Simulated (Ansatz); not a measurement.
Cold compression of Y (sc type)

```xyz
1
Lattice="3.2667 0.0000 0.0000 0.0000 3.2667 0.0000 0.0000 0.0000 3.2667" Properties=species:S:1:pos:R:3 pbc="T T T"
Y     0.0000    0.0000    0.0000
```

The cell comes from a relaxation on PAW files under the same functional, begun from a prototype that needn't be the stable phase.

Its volume is scaled at fixed shape and fractional positions.

Level of theory: DFT with PBE, scalar-relativistic, in Ansatz 0.2.0; a Γ-centred 12×12×12 k mesh, Fermi–Dirac smearing of 0.08 eV, no spin polarisation. LAPW: all electrons, basis error target 1 meV/atom; PAW: frozen-core files, cutoff 420 eV; crystal datasets: all electrons, by PAW datasets that the program makes for each cell; norm-conserving: pseudopotentials, cutoff 980 eV; PAW (core large): files with a larger core, cutoff 420 eV.

Energies are extrapolated to zero smearing and count from the unscaled cell; pressure is positive in compression; gaps take the mesh and a band path. No temperature or zero-point motion is included.

| V/V0 | V (Å³/atom) | P LAPW (GPa) | ΔE LAPW (eV/atom) | P PAW − LAPW (GPa) | ΔE PAW − LAPW (meV/atom) |
| --- | --- | --- | --- | --- | --- |
| 1.00 | 34.86 | 0.00 | 0.000 | 0.00 | 0.0 |
| 0.92 | 32.07 | 2.36 | 0.017 | 0.00 | 0.0 |
| 0.84 | 29.28 | 5.83 | 0.083 | 0.00 | -0.1 |
| 0.76 | 26.49 | 11.06 | 0.224 | 0.00 | -0.1 |
| 0.68 | 23.71 | ? | ? | ? | ? |
| 0.60 | 20.92 | 32.2 | 0.915 | 0.00 | -0.2 |
| 0.52 | 18.13 | 54.5 | 1.648 | -0.01 | -0.4 |
| 0.45 | 15.69 | 89.5 | 2.716 | -0.03 | -0.7 |

**Question.** Fit the Vinet equation to the LAPW pressures shown (residuals weighted by 1/(|P| + 0.03·Pmax)), and predict the pressure of the withheld row.

**Answer.** The fit gives V0 = 34.90 Å³/atom, B0 = 22.6 GPa and B0′ = 4.35. At 23.71 Å³/atom, x = (V/V0)^(1/3) = 0.8790, and P = 3·B0·(1 − x)/x²·exp[1.5·(B0′ − 1)·(1 − x)] = 19.48 GPa. The run itself gave 19.14 GPa (+1.8 % off) and ΔE = 0.480 eV/atom.

**Question.** At the smallest volume, how far do crystal datasets and norm-conserving and PAW (core large) lie from LAPW in pressure?

**Answer.** crystal datasets: 0.00 GPa; norm-conserving: +0.05 GPa; PAW (core large): -0.03 GPa, on a LAPW pressure of 89.5 GPa.

**Question.** How do the Löwdin populations by LAPW change from the unscaled cell to the last row?

**Answer.** Y 4s 1.95 → 1.78, Y 5s 0.83 → 0.46, Y 4p 5.95 → 5.76, Y 4d 2.19 → 3.00 electrons an atom. These are projections on the shells that the free atoms fill; 0.07 e a cell lies outside them at the start and 0.02 e at the end.
